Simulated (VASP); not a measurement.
**ZnO in VASP: how settings move the r2SCAN single point**

Aim: see what changed inputs do to the r2SCAN single point of ZnO, NiAs type, under +4.0 % biaxial strain in x and y, free along z. This is a trial cell built on a prototype, not taken from a measured structure, and it needn't be the compound's ground state.

The runs shown are made with VASP 6.6.1. PAW datasets, plane waves. These are computed values for a spin-unpolarised cell that may be hypothetical; none is a measurement.

### Step 1. Starting point

The cell comes from an earlier relaxation with r2SCAN in another program, then strained, with the atoms relaxed again. Some of the altered inputs switch spin polarisation on.

Space group P6_3/mmc (No. 194), hexagonal; conventional cell a = 3.097 Å, c = 5.029 Å, 10.44 Å³ an atom. Near Zn stand 6 O at 2.19 Å; near O stand 6 Zn at 2.19 Å.

Coordinates:

```xyz
4
Lattice="3.0965 0.0000 0.0000 -1.5483 2.6817 0.0000 0.0000 0.0000 5.0293" Properties=species:S:1:pos:R:3 pbc="T T T"
Zn    0.0000    0.0000    0.0000
Zn    0.0000    0.0000    2.5147
O     0.0000    1.7878    1.2573
O     1.5483    0.8939    3.7720
```

### Step 2. Baseline

INCAR reads:

```
ENCUT = 520.000000
SIGMA = 0.010000
EDIFF = 1.00e-07
ALGO = Normal
METAGGA = R2SCAN
PREC = Accurate
IBRION = -1
ISIF = 2
ISMEAR = 0
NBANDS = 26
NELM = 120
NSW = 0
LASPH = .TRUE.
LCHARG = .FALSE.
LWAVE = .FALSE.
LREAL = .FALSE.
```

KPOINTS reads:

```
KPOINTS created by Atomic Simulation Environment
0
Gamma
12 12 6
0 0 0
```

POSCAR reads:

```
Zn O
 1.0000000000000000
     3.0965303281941310    0.0000000000000000    0.0000000000000000
    -1.5482651640970655    2.6816739278050825    0.0000000000000000
     0.0000000000000000    0.0000000000000000    5.0293051975000003
 Zn  O
   2   2
Cartesian
  0.0000000000000000  0.0000000000000000  0.0000000000000000
  0.0000000000000000  0.0000000000000000  2.5146525987500001
  0.0000000000000000  1.7877826185367218  1.2573262993750001
  1.5482651640970657  0.8938913092683609  3.7719788981250000
```

A file KPOINTS_OPT adds named points for the levels; it doesn't enter the self-consistent loop.

Potentials: the recommended PBE PAW datasets, 36 valence electrons.

Command:

```console
$ mpirun -np 1 vasp_std
```

The closing lines of the self-consistent loop in OSZICAR:

```text
DAV:  16    -0.354080051683E+02   -0.12727E-06   -0.23429E-07  3232   0.426E-03    0.449E-04
DAV:  17    -0.354080049763E+02    0.19201E-06   -0.19553E-08  1986   0.185E-03    0.266E-04
DAV:  18    -0.354080050441E+02   -0.67756E-07   -0.12333E-08  1988   0.103E-03
   1 F= -.35408005E+02 E0= -.35408005E+02  d E =-.428275E-12
```

Wall time 5.2 min (1 MPI rank of Intel Xeon Platinum 8488C, shared host); peak memory 0.25 GiB.

Values of the reference: energy (σ→0) -35.4080 eV, pressure -7.89 GPa, gap on the mesh 1.13 eV.

### Step 3. Altered input 1

Edit INCAR of step 2 so:

```diff
@@ -16 +16,3 @@
 LREAL = .FALSE.
+ISPIN = 2
+MAGMOM = -2 2 2 2
```

KPOINTS reads:

```
KPOINTS created by Atomic Simulation Environment
0
Gamma
10 10 5
0 0 0
```

POSCAR is that of step 2.

Command:

```console
$ mpirun -np 1 vasp_std
```

Printed to the terminal (iteration lines stand in OSZICAR):

```text
POSCAR found type information on POSCAR ZnO
 POSCAR found :  2 types and       4 ions
 -----------------------------------------------------------------------------
|                                                                             |
|                                                                             |
|     You enforced a specific xc type in the INCAR file but a different       |
|     I HOPE YOU KNOW WHAT YOU ARE DOING!                                     |
|                                                                             |
 -----------------------------------------------------------------------------

 LDA part: xc-table for (None), standard interpolation
 POSCAR, INCAR and KPOINTS ok, starting setup
 FFT: planning ... GRIDC
 FFT: planning ... GRID_SOFT
 FFT: planning ... GRID
 WAVECAR not read
 entering main loop
```

OSZICAR:

```text
N       E                     dE             d eps       ncg     rms          rms(c)
DAV:   1     0.268503379549E+03    0.26850E+03   -0.18512E+04  6314   0.212E+03
DAV:   2    -0.990313348192E+01   -0.27841E+03   -0.26188E+03  6418   0.423E+02
DAV:   3    -0.387717220626E+02   -0.28869E+02   -0.28365E+02  6578   0.137E+02
DAV:   4    -0.393094339677E+02   -0.53771E+00   -0.53643E+00  6630   0.188E+01
DAV:   5    -0.393117921065E+02   -0.23581E-02   -0.23580E-02  6324   0.129E+00    0.265E+01
DAV:   6    -0.344987707788E+02    0.48130E+01   -0.55820E+00  7178   0.741E+01    0.115E+01
DAV:   7    -0.353307960986E+02   -0.83203E+00   -0.38572E+00  6476   0.205E+01    0.620E+00
DAV:   8    -0.353887499993E+02   -0.57954E-01   -0.23557E-01  7058   0.904E+00    0.305E+00
DAV:   9    -0.354046662037E+02   -0.15916E-01   -0.45092E-02  7282   0.396E+00    0.922E-01
DAV:  10    -0.354067047341E+02   -0.20385E-02   -0.70645E-03  7866   0.254E+00    0.207E-01
DAV:  11    -0.354077413327E+02   -0.10366E-02   -0.24344E-03  8082   0.677E-01    0.726E-02
DAV:  12    -0.354078626913E+02   -0.12136E-03   -0.22775E-04  6098   0.204E-01    0.375E-02
DAV:  13    -0.354079426868E+02   -0.79996E-04   -0.44541E-05  6952   0.910E-02    0.178E-02
DAV:  14    -0.354079506973E+02   -0.80105E-05   -0.11279E-05  6210   0.373E-02    0.726E-03
DAV:  15    -0.354079434717E+02    0.72256E-05   -0.25749E-06  6480   0.192E-02    0.220E-03
DAV:  16    -0.354079418904E+02    0.15814E-05   -0.26455E-07  5472   0.628E-03    0.596E-04
DAV:  17    -0.354079410816E+02    0.80878E-06   -0.18373E-08  3038   0.146E-03    0.310E-04
DAV:  18    -0.354079401074E+02    0.97421E-06   -0.50604E-09  3038   0.112E-03    0.157E-04
DAV:  19    -0.354079397833E+02    0.32410E-06   -0.13360E-09  3038   0.872E-04    0.584E-05
DAV:  20    -0.354079396579E+02    0.12538E-06   -0.50373E-10  3038   0.407E-04    0.308E-05
DAV:  21    -0.354079396476E+02    0.10259E-07   -0.15296E-10  3036   0.193E-04
   1 F= -.35407940E+02 E0= -.35407940E+02  d E =-.605689E-91  mag=    -0.0000
```

From OUTCAR:

```text
k-points           NKPTS =     58   k-points in BZ     NKDIM =     58   number of bands    NBANDS=     26

   NELECT =      36.0000    total number of electrons

   dimension x,y,z NGX =    24 NGY =   24 NGZ =   40
   dimension x,y,z NGXF=    48 NGYF=   48 NGZF=   80

  energy-cutoff  :      520.00
  volume of cell :       41.76
      direct lattice vectors                 reciprocal lattice vectors
     3.096530328  0.000000000  0.000000000     0.322942098  0.186450707  0.000000000
    -1.548265164  2.681673928  0.000000000     0.000000000  0.372901414  0.000000000
     0.000000000  0.000000000  5.029305198     0.000000000  0.000000000  0.198834622

 k-points in reciprocal lattice and weights: KPOINTS created by Atomic Simulation Env
   0.00000000  0.00000000  0.00000000       0.002
   0.10000000 -0.00000000  0.00000000       0.012
   0.20000000 -0.00000000  0.00000000       0.012
   0.30000000  0.00000000  0.00000000       0.012
   0.40000000  0.00000000  0.00000000       0.012
   0.50000000  0.00000000  0.00000000       0.006
   0.10000000  0.10000000  0.00000000       0.012
   0.20000000  0.10000000  0.00000000       0.024
[... 50 more k-points ...]

 E-fermi :   1.7887

 k-point     1 :       0.0000    0.0000    0.0000
  band No.  band energies     occupation
      1     -17.2761      1.00000
      2     -16.1421      1.00000
      3      -5.0976      1.00000
      4      -4.1817      1.00000
      5      -4.1817      1.00000
      6      -4.0413      1.00000
      7      -3.3341      1.00000
      8      -3.3341      1.00000
      9      -3.1782      1.00000
     10      -3.1781      1.00000
     11      -2.8272      1.00000
     12      -2.8271      1.00000
     13      -1.6325      1.00000
     14       0.4811      1.00000
     15       0.4811      1.00000
     16       0.5623      1.00000
     17       1.6392      1.00000
     18       1.6392      1.00000
     19       2.7747      0.00000
     20       7.4517      0.00000
     21      11.2611      0.00000
     22      15.5347      0.00000
     23      15.5349      0.00000
     24      18.8991      0.00000
     25      19.9656      0.00000
     26      19.9660      0.00000

 k-point     2 :       0.1000   -0.0000    0.0000
  band No.  band energies     occupation
      1     -17.1924      1.00000
      2     -16.1209      1.00000
      3      -4.9485      1.00000
      4      -4.1660      1.00000
      5      -4.1411      1.00000
      6      -4.0530      1.00000
      7      -3.3952      1.00000
      8      -3.3435      1.00000
      9      -3.2520      1.00000
     10      -3.1485      1.00000
     11      -2.8640      1.00000
     12      -2.8301      1.00000
     13      -1.6375      1.00000
     14      -0.2727      1.00000
     15       0.3950      1.00000
     16       0.6750      1.00000
     17       1.2106      1.00000
     18       1.6137      1.00000
     19       3.6400      0.00000
     20       7.9952      0.00000
     21      11.1055      0.00000
     22      14.4390      0.00000
     23      15.7574      0.00000
     24      18.1531      0.00000
     25      18.3417      0.00000
     26      18.9132      0.00000

[... the tables of k-points 3 to 58 left out ...]

  Total       -3.2545813     -3.2545813      0.3398662      0.0000000      0.0000000      0.0000000
  in kB     -124.8580095   -124.8580095     13.0385488      0.0000000      0.0000000      0.0000000
  external PRESSURE =     -78.8924901 kB  Pullay stress =       0.0000000 kB

 POSITION                                       TOTAL-FORCE (eV/Angst)
 -----------------------------------------------------------------------------------
      0.00000      0.00000      0.00000        -0.000000      0.000000      0.000000
      0.00000      0.00000      2.51465        -0.000000      0.000000      0.000000
      0.00000      1.78778      1.25733         0.000000      0.000000      0.000001
      1.54827      0.89389      3.77198        -0.000000     -0.000000     -0.000001
 -----------------------------------------------------------------------------------
    total drift:                                0.000000     -0.000000     -0.000000

  FREE ENERGIE OF THE ION-ELECTRON SYSTEM (eV)
  ---------------------------------------------------
  free  energy   TOTEN  =       -35.4079396476 eV

  energy  without entropy=      -35.4079396476  energy(sigma->0) =      -35.40793965
```

It took 8.3 min on 1 MPI rank of Intel Xeon Platinum 8488C, shared host; peak memory 0.24 GiB.

Changed: ISPIN = 2, MAGMOM = -2 2 2 2, mesh 10×10×5. The run ends normally. Against the reference the energy moves by less than 0.1 meV/atom. The run starts with moments and ends with 0.00 μB a cell: no net moment is left.

### Step 4. Altered input 2

Edit INCAR of step 2 so:

```diff
@@ -10,3 +10,2 @@
 NBANDS = 26
-NELM = 120
 NSW = 0
@@ -16 +15,5 @@
 LREAL = .FALSE.
+NELM = 95
+IMIX = 1
+AMIX = 3.0
+BMIX = 0.0001
```

KPOINTS is that of step 2.

POSCAR is that of step 2.

Command:

```console
$ mpirun -np 1 vasp_std
```

Printed to the terminal (iteration lines stand in OSZICAR):

```text
POSCAR found type information on POSCAR ZnO
 POSCAR found :  2 types and       4 ions
 -----------------------------------------------------------------------------
|                                                                             |
|                                                                             |
|     You enforced a specific xc type in the INCAR file but a different       |
|     I HOPE YOU KNOW WHAT YOU ARE DOING!                                     |
|                                                                             |
 -----------------------------------------------------------------------------

 LDA part: xc-table for (None), standard interpolation
 POSCAR, INCAR and KPOINTS ok, starting setup
 FFT: planning ... GRIDC
 FFT: planning ... GRID_SOFT
 FFT: planning ... GRID
 WAVECAR not read
 entering main loop
 -----------------------------------------------------------------------------
|                                                                             |
|     EEEEEEE  RRRRRR   RRRRRR   OOOOOOO  RRRRRR      ###     ###     ###     |
|     E        R     R  R     R  O     O  R     R     ###     ###     ###     |
|     E        R     R  R     R  O     O  R     R     ###     ###     ###     |
|     EEEEE    RRRRRR   RRRRRR   O     O  RRRRRR       #       #       #      |
|     E        R   R    R   R    O     O  R   R                               |
|     E        R    R   R    R   O     O  R    R      ###     ###     ###     |
|     EEEEEEE  R     R  R     R  OOOOOOO  R     R     ###     ###     ###     |
|                                                                             |
|     ERROR FEXCP: supplied Exchange-correletion table                        |
|      is too small, maximal index : 4464                                     |
|                                                                             |
|       ---->  I REFUSE TO CONTINUE WITH THIS SICK JOB ... BYE!!! <----       |
|                                                                             |
 -----------------------------------------------------------------------------

1
```

OSZICAR:

```text
N       E                     dE             d eps       ncg     rms          rms(c)
DAV:   1     0.265765606727E+03    0.26577E+03   -0.18998E+04  4096   0.214E+03
DAV:   2    -0.154902904682E+02   -0.28126E+03   -0.26278E+03  4216   0.420E+02
DAV:   3    -0.445858667313E+02   -0.29096E+02   -0.28676E+02  4286   0.136E+02
DAV:   4    -0.451338252227E+02   -0.54796E+00   -0.54665E+00  4318   0.189E+01
DAV:   5    -0.451361898628E+02   -0.23646E-02   -0.23646E-02  4134   0.128E+00    0.119E+01
DAV:   6    -0.174569147490E+03   -0.12943E+03   -0.29099E+02  5086   0.555E+02    0.679E+01
DAV:   7    -0.631874489491E+04   -0.61442E+04   -0.31944E+04  7022   0.132E+03    0.350E+02
```

It took 2 min on 1 MPI rank of Intel Xeon Platinum 8488C, shared host.

Changed: IMIX = 1, AMIX = 3, BMIX = 0.0001. VASP stops with an error. Its message: «ERROR FEXCP: supplied Exchange-correletion table is too small, maximal index : 4464 ---->  I REFUSE TO CONTINUE WITH THIS SICK JOB ... BYE!!! <----
»

Linear mixing with AMIX above one overshoots in every step, and BMIX near zero removes the damping of long waves.

Fix: return to the default Pulay mixing.

### Step 5. All runs together

| run | changed | ending | energy change (meV/atom) | pressure (GPa) | gap on the mesh (eV; negative: overlap) | electronic steps | time | usable |
| --- | --- | --- | --- | --- | --- | --- | --- | --- |
| ref. | – | converged | 0 | -7.9 | 1.13 | 18 | 5.2 min | yes |
| 1 | ISPIN = 2, MAGMOM = -2 2 2 2, mesh 10×10×5 | converged | 0.0 | -7.9 | – | 21 | 8.3 min | yes |
| 2 | IMIX = 1, AMIX = 3, BMIX = 0.0001 | crashed | – | – | – | 7 | 2 min | no |

Of 2 altered inputs, 1 gave no result, 1 gave usable results.
